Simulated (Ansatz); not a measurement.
# Zn (Im-3m) in Ansatz: reference runs

Aim: a first look at Zn with PBE, on the cell as given and on a disturbed one.

Everything below comes from runs of Ansatz 0.2.0. Logs are shortened: lines on timing, memory, paths and dates and some standing lists are left out, and cuts for length are marked.

### Step 1. Starting point

The structure is cubic, space group Im-3m (No. 229). Conventional cell: a = 3.138 Å, b = 3.138 Å, c = 3.138 Å, α = 90.00°, β = 90.00°, γ = 90.00°. Zn (site symmetry m-3m) is surrounded by 8 Zn at 2.72 Å.

This isn't the form of Zn at room conditions, which is hcp.

### Step 2. Single point, PBE

input.yaml

```yaml
crystal:
  lattice:
    - [-1.569037, 1.569037, 1.569037]
    - [1.569037, -1.569037, 1.569037]
    - [1.569037, 1.569037, -1.569037]
  atoms:
    - { symbol: Zn, position: [0.0, 0.0, 0.0] }
kpoints:
  mp_grid: { grid: [12, 12, 12] }
scf:
  occupations: { method: fermi_dirac, width: 0.05 }
hamiltonian:
  xc: pbe
  pseudopotentials: { kind: all_electron, lapw: { basis_error: 0.001 } }
output:
  forces: true
  stress: true
  eigenvalues: true
  populations: true
```

Potentials or basis: all-electron LAPW, scalar-relativistic.

The run is started by

```sh
ansatz run input.yaml --threads 1 --pin off --max-ram 2560MiB --backend cpu --events-out ev --progress --plain --runs-dir out
```

Output:

```text
Warning: RAYON_NUM_THREADS=1 ignored (pool sized by the plan → 1); use --threads N
Zn: projections on atomic orbitals take those of the free atom 1s2 2s2 2p6 3s2 3p6 3d10 4s2, of charge +0.00 (hamiltonian.pseudopotentials.projection_atoms)
LAPW: plane waves up to 8.146 Å⁻¹, error target 1.0e-3 eV per atom; small_component_spin mean_spin; Zn in spheres of 1.359 Å, 20 of its electrons in bands, Dirac shells [] (how accurate: hamiltonian.pseudopotentials.lapw.basis_error, Limitations)
Engine: ansatz 0.2.0, x86_64-unknown-linux-gnu
Pseudopotentials: kind: all_electron
Pseudopotential: Zn, LAPW, valence charge 20, lapw/all_electron/scalar/gaussian/Zn, Koelling and Harmon's equation, gaussian nucleus
Functional definition: PBE
  parameter kappa = 0.804
  parameter beta = 0.06672455060314922
  exchange = pbe_x(kappa = kappa, mu = beta*pi^2/3)
  correlation = pbe_c(beta = beta)
Crystal: 1 atoms, lattice volume = 15.451 Å³
Basis set: ecut = 252.79518607216923 eV, 141 PW (Γ), exchange–correlation at level 2
Bands: 14, of which v1, the nominal top of the filled ones, is band 10 counted from 1 (9 counted from 0)
Symmetry: 48 space group operations
Space group: Im-3m (ITA 229), of the structure as read, at distance tolerance 2.5e-5 Å
k-points: 72 of 1728
Non-local potential: Zn, projectors of the file, none
Initial density: superposition of atomic densities (chi_scale 0.1, normalization cell)
Initial wavefunctions: plane waves of lowest kinetic energy (no species holds an atomic orbital)
Functional: x = pbe(κ = 0.804, μ = 0.2195149727645171), c = pbe(β = 0.06672455060314922)
iter 1 solved again at ethr=1.41e-4 eV; its pass at ethr=1.00e-1 eV (dr2=2.81e-2 eV) is discarded
SCF iter   1: F=—  HF=-48873.029875 eV  |F-HF|=—  |Δ(HF+E_count)|=         —  Δρ=1.71e-2  dr2=2.82e-2  ethr=1.41e-4  ⟨swp⟩=3.2  Hψ=7079  notcnv=0
preconditioner: auto → Kerker (q_TF=auto, 2.848 Å⁻¹)  [metal: Δε(μ)=0.030 eV  Ē_g=16.477 eV  σ=0.050 eV  W_gap=0.15  n_scr=12 (ndim 8)  ℏωp=32.7 eV  f_vac=0.000  D(μ)=0.53/eV (n_scr^D=0)]
SCF iter   2: F=—  HF=-48872.981751 eV  |F-HF|=—  |Δ(HF+E_count)|=   4.81e-2  Δρ=6.20e-3  dr2=4.81e-3  ethr=1.41e-4  ⟨swp⟩=2.1  Hψ=3134  notcnv=0
preconditioner: auto → none  [insulator: Δε(μ)=0.128 eV  Ē_g=17.453 eV  σ=0.050 eV  W_gap=0.55  n_scr=12 (ndim 8)  ℏωp=32.7 eV  f_vac=0.000  D(μ)=0.44/eV (n_scr^D=0)  ε∞_Penn≈4.5]
SCF iter   3: F=—  HF=-48872.932900 eV  |F-HF|=—  |Δ(HF+E_count)|=   4.89e-2  Δρ=6.00e-3  dr2=3.86e-3  ethr=2.40e-5  ⟨swp⟩=2.1  Hψ=2900  notcnv=0
iter 4 solved again at ethr=5.88e-7 eV; its pass at ethr=1.93e-5 eV (dr2=1.18e-4 eV) is discarded
SCF iter   4: F=—  HF=-48872.931101 eV  |F-HF|=—  |Δ(HF+E_count)|=   1.80e-3  Δρ=1.01e-3  dr2=1.17e-4  ethr=5.88e-7  ⟨swp⟩=2.0  Hψ=4846  notcnv=0
SCF iter   5: F=—  HF=-48872.931152 eV  |F-HF|=—  |Δ(HF+E_count)|=   5.11e-5  Δρ=2.37e-5  dr2=7.12e-8  ethr=5.87e-7  ⟨swp⟩=2.0  Hψ=2826  notcnv=0
SCF iter   6: F=-48872.931149 eV  HF=-48872.931149 eV  |F-HF|=9.46e-9  |Δ(HF+E_count)|=   2.38e-6  Δρ=3.54e-6  dr2=9.64e-10  ethr=3.56e-10  ⟨swp⟩=3.2  Hψ=3249  notcnv=0
SCF 1 converged in 6 iterations: F = -48872.931149 eV  dr2 = 9.64e-10
SCF converged after 6 iterations
Free energy (F): -48872.931149 eV
Harris-Foulkes:  -48872.931149 eV  (|F-HF|=9.46e-9)
Internal energy: -48872.927504 eV  (E = F + TS)
E sigma→0 (E₀):  -48872.929327 eV
Entropy (-TS):   -0.003645 eV (-3.645 meV/atom)
Fermi energy:    13.660303 eV
--- Per-component energies (eV) ---
  E_band       = -547.256283
  E_kinetic    = 49772.153787
  E_xc         = -1950.117231
  E_electrostatic = -96694.964060  (all electrons and nuclei)
  E_smearing   = -0.003645  (= −TS)
  E_closure    = 0.000000  (closes the sum)
  E_atoms      = -48871.914906  (free atoms, spherical and without spin; not in F)
  Σ components = -48872.931149   (vs F -48872.931149, Δ=0.00e0)
  Basis errors (estimates in eV, not in F): energy 2.4e-4 per atom: plane waves 2.3e-4 (1.2e-4 summed), levels above the bands 7.6e-77, relativity 6.9e-9, radial functions 4.7e-6, core shells 4.5e-13; eigenvalues (radial functions only) 1.2e-3; not estimated: angular momenta, meshes, grids; target (lapw.basis_error) 1.0e-3; muffin-tin radii Zn 1.359 Å
--- Forces (eV/Å), atoms counted from 1 ---
  atom   1  Zn    -0.00000000    -0.00000000    -0.00000000
  max |Σ_I F_I| component: 3.78e-31 eV/Å
--- Stress (GPa, compression-positive) ---
       -0.336954       0.000000      -0.000000
        0.000000      -0.336954       0.000000
       -0.000000       0.000000      -0.336954
  P = ⅓ Tr σ = -0.3370 GPa (-3.370 kbar)
--- Band table (eV; the first three rows and the last of 72) ---
  k-point 0: bands = ["-112.8673", "-67.0131", "-67.0131", "-67.0131", "3.3507", "5.9633", "5.9633", "5.9633", "6.4618", "6.4618", "32.6325", "32.6325", "32.6325", "34.0750"]
  k-point 1: bands = ["-112.8671", "-67.0145", "-67.0137", "-67.0131", "3.5692", "5.9430", "5.9683", "6.0143", "6.4430", "6.4630", "29.8163", "31.1990", "31.6665", "32.7920"]
  k-point 2: bands = ["-112.8668", "-67.0183", "-67.0151", "-67.0130", "4.1966", "5.8876", "5.9965", "6.1566", "6.4071", "6.4671", "25.6512", "29.1739", "29.9036", "31.3403"]
  k-point 71: bands = ["-112.8635", "-67.0299", "-67.0299", "-67.0299", "5.4130", "5.4130", "6.7155", "6.7155", "6.7155", "17.8489", "17.8489", "17.8489", "21.1292", "22.1933"]
--- Löwdin populations: 1 site ---
  site symbol       q [e]
     0     Zn     29.4797
  spilling = 0.017343 (of n_electrons = 30.000000)
```

It took 4.6 s on 1 thread of Intel Xeon Platinum 8488C (Sapphire Rapids), shared host; peak memory 0.28 GiB.

What came out:

| Property | Result |
| --- | --- |
| Free energy | -48872.9311 eV |
| Pressure | -0.3 GPa |
| Band gap on the k mesh | none (metal or under the smearing width) |

### Step 3. Single point, PBE (cell strained at random at fixed volume)

input.yaml

```yaml
crystal:
  lattice:
    - [-1.527139, 1.561731, 1.526905]
    - [1.486471, -1.658779, 1.583285]
    - [1.565847, 1.697488, -1.623953]
  atoms:
    - { symbol: Zn, position: [0.01976, -0.004689, 0.010934] }
kpoints:
  mp_grid: { grid: [12, 12, 12] }
scf:
  occupations: { method: fermi_dirac, width: 0.05 }
hamiltonian:
  xc: pbe
  pseudopotentials: { kind: all_electron, lapw: { basis_error: 0.001 } }
output:
  forces: true
  stress: true
  eigenvalues: true
  populations: true
```

Potentials or basis: all-electron LAPW, scalar-relativistic.

The run is started by

```sh
ansatz run input.yaml --threads 1 --pin off --max-ram 2560MiB --backend cpu --events-out ev --progress --plain --runs-dir out
```

Output:

```text
Warning: RAYON_NUM_THREADS=1 ignored (pool sized by the plan → 1); use --threads N
Zn: projections on atomic orbitals take those of the free atom 1s2 2s2 2p6 3s2 3p6 3d10 4s2, of charge +0.00 (hamiltonian.pseudopotentials.projection_atoms)
LAPW: plane waves up to 8.345 Å⁻¹, error target 1.0e-3 eV per atom; small_component_spin mean_spin; Zn in spheres of 1.332 Å, 20 of its electrons in bands, Dirac shells [] (how accurate: hamiltonian.pseudopotentials.lapw.basis_error, Limitations)
[... 8 set-up lines as earlier in the session ...]
Crystal: 1 atoms, lattice volume = 15.451 Å³
Basis set: ecut = 265.3248131855708 eV, 149 PW (Γ), exchange–correlation at level 2
Bands: 14, of which v1, the nominal top of the filled ones, is band 10 counted from 1 (9 counted from 0)
Symmetry: 2 space group operations
Space group: P-1 (ITA 2), of the structure as read, at distance tolerance 2.5e-5 Å
k-points: 868 of 1728
[... 4 set-up lines as earlier in the session ...]
iter 1 solved again at ethr=1.71e-4 eV; its pass at ethr=1.00e-1 eV (dr2=3.42e-2 eV) is discarded
SCF iter   1: F=—  HF=-48873.037439 eV  |F-HF|=—  |Δ(HF+E_count)|=         —  Δρ=1.85e-2  dr2=3.43e-2  ethr=1.71e-4  ⟨swp⟩=3.0  Hψ=83893  notcnv=0
preconditioner: auto → none  [metal: Δε(μ)=0.009 eV  Ē_g=16.448 eV  σ=0.050 eV  W_gap=0.05  n_scr=4 (ndim 8)  ℏωp=32.7 eV  f_vac=0.000  D(μ)=0.33/eV (n_scr^D=0)  sad-step TF]
SCF iter   2: F=—  HF=-48872.988185 eV  |F-HF|=—  |Δ(HF+E_count)|=   4.93e-2  Δρ=6.86e-3  dr2=6.04e-3  ethr=1.71e-4  ⟨swp⟩=2.1  Hψ=37053  notcnv=0  defer=1
SCF iter   3: F=—  HF=-48872.939998 eV  |F-HF|=—  |Δ(HF+E_count)|=   4.82e-2  Δρ=6.51e-3  dr2=4.72e-3  ethr=3.02e-5  ⟨swp⟩=2.0  Hψ=34806  notcnv=0
iter 4 solved again at ethr=6.90e-7 eV; its pass at ethr=2.36e-5 eV (dr2=1.38e-4 eV) is discarded
SCF iter   4: F=—  HF=-48872.938223 eV  |F-HF|=—  |Δ(HF+E_count)|=   1.78e-3  Δρ=1.08e-3  dr2=1.38e-4  ethr=6.90e-7  ⟨swp⟩=2.0  Hψ=57928  notcnv=0
SCF iter   5: F=—  HF=-48872.938278 eV  |F-HF|=—  |Δ(HF+E_count)|=   5.48e-5  Δρ=2.69e-5  dr2=8.92e-8  ethr=6.90e-7  ⟨swp⟩=2.0  Hψ=33535  notcnv=0
SCF iter   6: F=-48872.938275 eV  HF=-48872.938275 eV  |F-HF|=2.47e-9  |Δ(HF+E_count)|=   2.32e-6  Δρ=3.85e-6  dr2=1.14e-9  ethr=4.46e-10  ⟨swp⟩=3.0  Hψ=38740  notcnv=0
SCF 1 converged in 6 iterations: F = -48872.938275 eV  dr2 = 1.14e-9
SCF converged after 6 iterations
Free energy (F): -48872.938275 eV
Harris-Foulkes:  -48872.938275 eV  (|F-HF|=2.47e-9)
Internal energy: -48872.935520 eV  (E = F + TS)
E sigma→0 (E₀):  -48872.936898 eV
Entropy (-TS):   -0.002755 eV (-2.755 meV/atom)
Fermi energy:    13.743260 eV
--- Per-component energies (eV) ---
  E_band       = -547.412231
  E_kinetic    = 49772.231801
  E_xc         = -1950.122046
  E_electrostatic = -96695.045275  (all electrons and nuclei)
  E_smearing   = -0.002755  (= −TS)
  E_closure    = 0.000000  (closes the sum)
  E_atoms      = -48871.914906  (free atoms, spherical and without spin; not in F)
  Σ components = -48872.938275   (vs F -48872.938275, Δ=0.00e0)
  Basis errors (estimates in eV, not in F): energy 2.5e-4 per atom: plane waves 2.5e-4 (1.3e-4 summed), levels above the bands 5.1e-82, relativity 1.4e-9, radial functions 6.0e-6, core shells 1.8e-12; eigenvalues (radial functions only) 4.0e-4; not estimated: angular momenta, meshes, grids; target (lapw.basis_error) 1.0e-3; muffin-tin radii Zn 1.332 Å
--- Forces (eV/Å), atoms counted from 1 ---
  atom   1  Zn     0.00000000     0.00000000     0.00000000
  max |Σ_I F_I| component: 0.00e0 eV/Å
--- Stress (GPa, compression-positive) ---
       -1.243799       0.553773       0.239231
        0.553773       0.559977      -1.229871
        0.239231      -1.229871       0.394423
  P = ⅓ Tr σ = -0.0965 GPa (-0.965 kbar)
--- Band table (eV; the first three rows and the last of 868) ---
  k-point 0: bands = ["-112.8748", "-67.0232", "-67.0192", "-67.0178", "3.3474", "5.8662", "5.8946", "6.1015", "6.4169", "6.4992", "30.5933", "32.3217", "33.1867", "33.7581"]
  k-point 1: bands = ["-112.8747", "-67.0239", "-67.0198", "-67.0183", "3.5589", "5.8837", "5.8894", "6.1225", "6.4111", "6.4900", "29.0733", "29.8815", "32.1518", "33.5613"]
  k-point 2: bands = ["-112.8743", "-67.0269", "-67.0211", "-67.0190", "4.1655", "5.8481", "5.9465", "6.2104", "6.3978", "6.4770", "25.0330", "28.5223", "30.3864", "32.1128"]
  k-point 867: bands = ["-112.8708", "-67.0449", "-67.0357", "-67.0315", "5.3962", "5.4099", "6.6133", "6.7365", "6.7774", "16.7536", "18.1941", "18.7519", "20.4656", "22.3171"]
--- Löwdin populations: 1 site ---
  site symbol       q [e]
     0     Zn     29.4782
  spilling = 0.017394 (of n_electrons = 30.000000)
```

Wall time 38 s (1 thread of Intel Xeon Platinum 8488C (Sapphire Rapids), shared host); peak memory 0.77 GiB.

Results:

```
Free energy            : -48872.9383 eV
Pressure               : -0.1 GPa
Band gap on the k mesh : none (metal or under the smearing width)
```

Stress tensor (GPa, compression positive):
```
-1.24  0.55  0.24
 0.55  0.56 -1.23
 0.24 -1.23  0.39
```
